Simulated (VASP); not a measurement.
# CdO (Fm-3m) in VASP: further runs

The runs below take CdO through relaxation of cell and atoms, with PBEsol, LDA, PBE.

Everything below comes from runs of VASP 6.6.1. Logs are shortened: lines on timing, memory, paths and dates and some standing lists are left out, and cuts for length are marked.

**1. Starting point**

The structure is cubic, space group Fm-3m (No. 225). The conventional cell has a = 4.722 Å, b = 4.722 Å, c = 4.722 Å, α = 90.00°, β = 90.00°, γ = 90.00°. Cd (site symmetry m-3m) is surrounded by 6 O at 2.36 Å. O (site symmetry m-3m) is surrounded by 6 Cd at 2.36 Å.

The cell is a database's computed one.

**2. Relaxation of cell and atoms, PBEsol**

Contents of INCAR:

```
SYSTEM = CdO
ALGO = Normal
EDIFF = 1E-7
EDIFFG = -0.005
ENCUT = 600
GGA = PS
IBRION = 2
ISIF = 3
ISMEAR = 0
LASPH = .True.
LCHARG = .False.
LREAL = .False.
LWAVE = .False.
NELM = 100
NSW = 90
PREC = Accurate
SIGMA = 0.1
```

Contents of KPOINTS:

```
k-points
0
Gamma
  16 16 16
  0 0 0
```

Contents of POSCAR:

```
CdO
1.0
    0.0000000000      2.3609927700      2.3609927700
    2.3609927700      0.0000000000      2.3609927700
    2.3609927700      2.3609927700      0.0000000000
Cd O
1 1
Direct
    0.0000000000      0.0000000000      0.0000000000
    0.5000000000      0.5000000000      0.5000000000
```

Potentials or basis: VASP PAW PBE potentials, release 64 (Cd, O).

On the command line:

```bash
cat potpaw_PBE.64/Cd/POTCAR potpaw_PBE.64/O/POTCAR > POTCAR
mpirun -np 1 vasp_std > vasp.out
```

OUTCAR:

```text
SYSTEM = CdO
   EDIFF = 1E-7
   EDIFFG = -0.005
   ENCUT = 600
   GGA = PS
   IBRION = 2
   ISIF = 3
   ISMEAR = 0
   LASPH = .True.
   LREAL = .False.
   NELM = 100
   NSW = 90
   PREC = Accurate

 ion  position               nearest neighbor table
   1  0.000  0.000  0.000-   2 2.36   2 2.36   2 2.36   2 2.36   2 2.36   2 2.36
   2  0.500  0.500  0.500-   1 2.36   1 2.36   1 2.36   1 2.36   1 2.36   1 2.36

  LATTYP: Found a face centered cubic cell.
 ALAT       =     4.7219855400

  Lattice vectors:

 A1 = (   0.0000000000,   2.3609927700,   2.3609927700)
 A2 = (   2.3609927700,   0.0000000000,   2.3609927700)
 A3 = (   2.3609927700,   2.3609927700,   0.0000000000)

Analysis of symmetry for initial positions (statically):
=====================================================================
 Subroutine PRICEL returns:
 Original cell was already a primitive cell.

 Routine SETGRP: Setting up the symmetry group for a
 face centered cubic supercell.

 Subroutine GETGRP returns: Found 48 space group operations
 (whereof 48 operations were pure point group operations)
 out of a pool of 48 trial point group operations.

The static configuration has the point symmetry O_h .

Analysis of symmetry for dynamics (positions and initial velocities):
=====================================================================
 Subroutine PRICEL returns:
 Original cell was already a primitive cell.

 Routine SETGRP: Setting up the symmetry group for a
 face centered cubic supercell.

 Subroutine GETGRP returns: Found 48 space group operations
 (whereof 48 operations were pure point group operations)
 out of a pool of 48 trial point group operations.

The dynamic configuration has the point symmetry O_h .

 Subroutine INISYM returns: Found 48 space group operations
 (whereof 48 operations are pure point group operations),
 and found     1 'primitive' translations

----------------------------------------------------------------------------------------

                                     Primitive cell

  volume of cell :      26.3217

  direct lattice vectors                    reciprocal lattice vectors
     0.000000000  2.360992770  2.360992770    -0.211775320  0.211775320  0.211775320
     2.360992770  0.000000000  2.360992770     0.211775320 -0.211775320  0.211775320
     2.360992770  2.360992770  0.000000000     0.211775320  0.211775320 -0.211775320

  length of vectors
     3.338947996  3.338947996  3.338947996     0.366805614  0.366805614  0.366805614

  position of ions in fractional coordinates (direct lattice)
     0.000000000  0.000000000  0.000000000
[... 103 lines left out ...]
   GGA     = PS    functional components
   LHFCALC =     F    Hartree Fock is set to
   AEXX    =    0.0000 exact exchange contribution
   IVDW    =     0    specifies the selected vdW correction
   LEPSILON=     F    determine dielectric tensor
   LRPA    =     F    only Hartree local field effects (RPA)
 conjugate gradient relaxation of ions
 non-spin polarized calculation
 Gauss-broadening in eV      SIGMA  =   0.10
  energy-cutoff  :      600.00
  volume of cell :       26.32
 maximum number of plane-waves:       901
   NGX = 13   NGY = 13   NGZ = 13

--------------------------------------- Ionic step        1  -------------------------------------------

 number of electron      17.9999999 magnetization

 Free energy of the ion-electron system (eV)
  ---------------------------------------------------
  ext. energy  EPLUGINS =         0.00000000
  ---------------------------------------------------
  free energy    TOTEN  =        -8.50500147 eV

  energy without entropy =       -8.50434673  energy(sigma->0) =       -8.50467410

------------------------ aborting loop because EDIFF is reached ----------------------------------------

  FORCE on cell =-STRESS in cart. coord.  units (eV):
  Direction    XX          YY          ZZ          XY          YZ          ZX
  --------------------------------------------------------------------------------------
  -------------------------------------------------------------------------------------
  Total       -0.2556474     -0.2556474     -0.2556474      0.0000000      0.0000000     -0.0000000
  in kB      -15.5610185    -15.5610185    -15.5610185      0.0000000      0.0000000     -0.0000000
  external PRESSURE =     -15.5610185 kB  Pullay stress =       0.0000000 kB
[... 59 lines left out ...]
--------------------------------------- Ionic step        3  -------------------------------------------

 number of electron      18.0000002 magnetization

 Free energy of the ion-electron system (eV)
  ---------------------------------------------------
  ext. energy  EPLUGINS =         0.00000000
  ---------------------------------------------------
  free energy    TOTEN  =        -8.50638891 eV

  energy without entropy =       -8.50575693  energy(sigma->0) =       -8.50607292

 E-fermi :   1.9204     XC(G=0): -11.9421

 val. band max:        1.8648658305   @ k =   0.0625   0.0000   0.0000
 cond. band min:       2.0383568682   @ k =   0.0625   0.0625   0.0000
 fundamental gap:      0.1734910377
 Fermi energy:         1.9204088080

 k-point     1 :       0.0000    0.0000    0.0000
  band No.  band energies     occupation
      1     -15.4511      2.00000
      2      -4.8065      2.00000
      3      -4.8065      2.00000
      4      -4.8065      2.00000
      5      -4.5044      2.00000
      6      -4.5044      2.00000
      7       0.4980      2.00000
      8       0.4980      2.00000
      9       0.4980      2.00000
     10       1.3079      2.00000
     11      16.6099      0.00000
     12      18.7046      0.00000
     13      18.7046      0.00000
[... 354 lines left out ...]
  band No.  band energies     occupation
      1     -15.3783      2.00000
      2      -4.8439      2.00000
      3      -4.7997      2.00000
      4      -4.7768      2.00000
      5      -4.6349      2.00000
      6      -4.5221      2.00000
      7      -0.3798      2.00000
      8       0.4744      2.00000
      9       0.7208      2.00000
     10       2.4210      0.00000
     11      15.4457      0.00000
     12      16.9456      0.00000
     13      18.5637      0.00000

 [... further k-points ...]

------------------------ aborting loop because EDIFF is reached ----------------------------------------

  FORCE on cell =-STRESS in cart. coord.  units (eV):
  Direction    XX          YY          ZZ          XY          YZ          ZX
  --------------------------------------------------------------------------------------
  -------------------------------------------------------------------------------------
  Total       -0.0010989     -0.0010989     -0.0010989      0.0000000      0.0000000      0.0000000
  in kB       -0.0676214     -0.0676214     -0.0676214      0.0000000      0.0000000      0.0000000
  external PRESSURE =      -0.0676214 kB  Pullay stress =       0.0000000 kB
[... 17 lines left out ...]
  FREE ENERGIE OF THE ION-ELECTRON SYSTEM (eV)
  ---------------------------------------------------
  free  energy   TOTEN  =        -8.5063889130 eV

  energy  without entropy=       -8.5057569295  energy(sigma->0) =       -8.50607292

 reached required accuracy - stopping structural energy minimisation
```

OSZICAR:

```text
N       E                     dE             d eps       ncg     rms          rms(c)
DAV:   1     0.130685652649E+03    0.13069E+03   -0.11539E+04  3914   0.159E+03
[... 25 lines left out ...]
DAV:   1    -0.851661634792E+01   -0.10924E-01   -0.21863E-01  3835   0.694E+00    0.727E-01
DAV:   2    -0.850742115379E+01    0.91952E-02   -0.24947E-02  3905   0.223E+00    0.234E-01
DAV:   3    -0.850653849029E+01    0.88266E-03   -0.22753E-03  4215   0.931E-01    0.251E-01
DAV:   4    -0.850643162587E+01    0.10686E-03   -0.23054E-04  3890   0.162E-01    0.149E-01
DAV:   5    -0.850638951098E+01    0.42115E-04   -0.24193E-05  3925   0.625E-02    0.128E-02
DAV:   6    -0.850638886195E+01    0.64903E-06   -0.31075E-06  4100   0.247E-02    0.613E-03
DAV:   7    -0.850638891299E+01   -0.51039E-07   -0.28021E-07  3212   0.618E-03
   3 F= -.85063889E+01 E0= -.85060729E+01  d E =-.138745E-02
```

CONTCAR:

```text
CdO
   1.00000000000000
     0.0000000000000000    2.3524605489723296    2.3524605489723296
     2.3524605489723296    0.0000000000000000    2.3524605489723296
     2.3524605489723296    2.3524605489723296    0.0000000000000000
  Cd              O
     1     1
Direct
     0.0000000000000000    0.0000000000000000    0.0000000000000000
     0.5000000000000000    0.5000000000000000    0.5000000000000000

  0.00000000E+00  0.00000000E+00  0.00000000E+00
  0.00000000E+00  0.00000000E+00  0.00000000E+00
```

Wall time 66 s (1 thread of Intel Xeon Platinum 8488C (Sapphire Rapids), shared host); peak memory 0.21 GiB.

What came out:

- Free energy: -8.5064 eV
- Relaxed volume: 13.02 Å³/atom
- Relaxed cell: a = 3.327 Å, b = 3.327 Å, c = 3.327 Å, α = 60.00°, β = 60.00°, γ = 60.00°
- Space group after relaxing (to 0.05 Å): Fm-3m (No. 225)
- Energy gained by relaxing: 0.7 meV/atom
- Ionic steps: 3
- Pressure after relaxing: 0.0 GPa
- Band gap on the k mesh: none (metal or under the smearing width)

Step by step:
```
step  energy change (eV)  largest force (eV/Å)  pressure (GPa)  volume (Å³)
   1              0.0000                0.0000           -1.56        26.32
   2             -0.0007                0.0000            1.13        25.84
   3             -0.0014                0.0000           -0.01        26.04
```

Final structure:
```
Cd O
1.0
     0.00000    2.35246    2.35246
     2.35246    0.00000    2.35246
     2.35246    2.35246    0.00000
Cd O
1 1
Direct
  0.00000 0.00000 0.00000
  0.50000 0.50000 0.50000
```

Levels at points of the mesh, in eV from the Fermi level:
```tsv
k point	band 6	band 7	band 8	band 9	band 10	band 11	band 12	band 13
(0.00, 0.00, 0.00)	-6.42	-1.42	-1.42	-1.42	-0.61	14.69	16.78	16.78
(0.50, 0.00, 0.00)	-6.17	-3.90	-0.07	-0.07	4.21	7.14	11.71	11.71
(0.50, 0.50, 0.00)	-5.72	-4.47	-2.41	-2.41	3.68	8.35	10.97	13.12
```

Caveat: the PAW data sets were made with another functional, which shifts forces and pressure a little; this crystal is a semiconductor, whose small gap the functional closes, so the metal is an error of the method.

**3. Relaxation of cell and atoms, LDA**

INCAR, as its differences from that of step 2:

```diff
@@ -5,3 +5,3 @@
 ENCUT = 600
-GGA = PS
+GGA = CA
 IBRION = 2
```

KPOINTS is that of step 2.

POSCAR is that of step 2.

Potentials or basis: VASP PAW LDA potentials, release 64 (Cd, O).

On the command line:

```bash
cat potpaw_LDA.64/Cd/POTCAR potpaw_LDA.64/O/POTCAR > POTCAR
mpirun -np 1 vasp_std > vasp.out
```

Wall time 68 s (1 thread of Intel Xeon Platinum 8488C (Sapphire Rapids), shared host); peak memory 0.2 GiB.

The run converged. Its results:

* Free energy: -9.3447 eV
* Relaxed volume: 12.59 Å³/atom
* Relaxed cell: a = 3.290 Å, b = 3.290 Å, c = 3.290 Å, α = 60.00°, β = 60.00°, γ = 60.00°
* Space group after relaxing (to 0.05 Å): Fm-3m (No. 225)
* Energy gained by relaxing: 12.3 meV/atom
* Ionic steps: 3
* Pressure after relaxing: 0.0 GPa
* Band gap on the k mesh: none (metal or under the smearing width)

The path:
```
step  energy change (eV)  largest force (eV/Å)  pressure (GPa)  volume (Å³)
   1              0.0000                0.0000           -6.54        26.32
   2             -0.0093                0.0000            6.00        24.33
   3             -0.0246                0.0000           -0.02        25.17
```

Final structure:
```yaml
crystal:
  lattice:
    - [0.00000, 2.32614, 2.32614]
    - [2.32614, 0.00000, 2.32614]
    - [2.32614, 2.32614, 0.00000]
  atoms:
    - { symbol: Cd, position: [0.00000, 0.00000, 0.00000] }
    - { symbol: O, position: [0.50000, 0.50000, 0.50000] }
```

Levels at points of the mesh, in eV from the Fermi level:
```tsv
k point	band 6	band 7	band 8	band 9	band 10	band 11	band 12	band 13
(0.00, 0.00, 0.00)	-6.50	-1.58	-1.58	-1.58	-0.53	14.76	17.00	17.00
(0.50, 0.00, 0.00)	-6.21	-4.01	-0.08	-0.08	4.21	7.29	11.76	11.76
(0.50, 0.50, 0.00)	-5.68	-4.74	-2.61	-2.61	3.70	8.43	11.13	13.28
```

Caveat: this crystal is a semiconductor, whose small gap the functional closes, so the metal is an error of the method.

**4. Relaxation of cell and atoms, PBE**

INCAR, as its differences from that of step 3:

```diff
@@ -5,3 +5,3 @@
 ENCUT = 600
-GGA = CA
+GGA = PE
 IBRION = 2
```

KPOINTS is that of step 3.

POSCAR is that of step 3.

Potentials or basis: VASP PAW PBE potentials, release 64 (Cd, O).

On the command line:

```bash
cat potpaw_PBE.64/Cd/POTCAR potpaw_PBE.64/O/POTCAR > POTCAR
mpirun -np 1 vasp_std > vasp.out
```

Wall time 79 s (1 thread of Intel Xeon Platinum 8488C (Sapphire Rapids), shared host); peak memory 0.21 GiB.

It converged, with:

- Free energy: -7.7287 eV
- Relaxed volume: 13.66 Å³/atom
- Relaxed cell: a = 3.380 Å, b = 3.380 Å, c = 3.380 Å, α = 60.00°, β = 60.00°, γ = 60.00°
- Space group after relaxing (to 0.05 Å): Fm-3m (No. 225)
- Energy gained by relaxing: 7.6 meV/atom
- Ionic steps: 3
- Pressure after relaxing: 0.0 GPa
- Band gap on the k mesh: none (metal or under the smearing width)

Step by step:
```tsv
step	energy change (eV)	largest force (eV/Å)	pressure (GPa)	volume (Å³)
1	0.0000	0.0000	5.09	26.32
2	-0.0097	0.0000	-2.71	27.95
3	-0.0152	0.0000	0.00	27.32
```

Final structure:
```
Cd O
1.0
     0.00000    2.39033    2.39033
     2.39033    0.00000    2.39033
     2.39033    2.39033    0.00000
Cd O
1 1
Direct
  0.00000 0.00000 0.00000
  0.50000 0.50000 0.50000
```

Levels at points of the mesh, in eV from the Fermi level:
```tsv
k point	band 7	band 8	band 9	band 10	band 11	band 12
(0.00, 0.00, 0.00)	-1.23	-1.23	-1.23	-0.61	14.82	16.59
(0.50, 0.00, 0.00)	-3.77	-0.09	-0.09	4.33	6.87	11.61
(0.50, 0.50, 0.00)	-4.05	-2.14	-2.14	3.59	8.25	10.95
```

Caveat: this crystal is a semiconductor, whose small gap the functional closes, so the metal is an error of the method.

**5. Overview**

```csv
level,potentials or basis,gap on the mesh (eV),pressure (GPa),relaxed volume (Å³/atom)
PBEsol,"VASP PAW PBE potentials, release 64 (Cd, O)",none,0.0,13.02
LDA,"VASP PAW LDA potentials, release 64 (Cd, O)",none,0.0,12.59
PBE,"VASP PAW PBE potentials, release 64 (Cd, O)",none,0.0,13.66
```

Alike in all rows: task relaxation of cell and atoms; no spin polarisation; cell relaxed; k mesh 16 × 16 × 16; cutoff (eV) 600; smearing gaussian 0.1 eV.

Caveats: this crystal is a semiconductor, whose small gap the functional closes, so the metal is an error of the method; the PAW data sets were made with another functional, which shifts forces and pressure a little (some runs).

Total energies depend on the potentials used, so only differences within one code and one set of settings carry meaning.
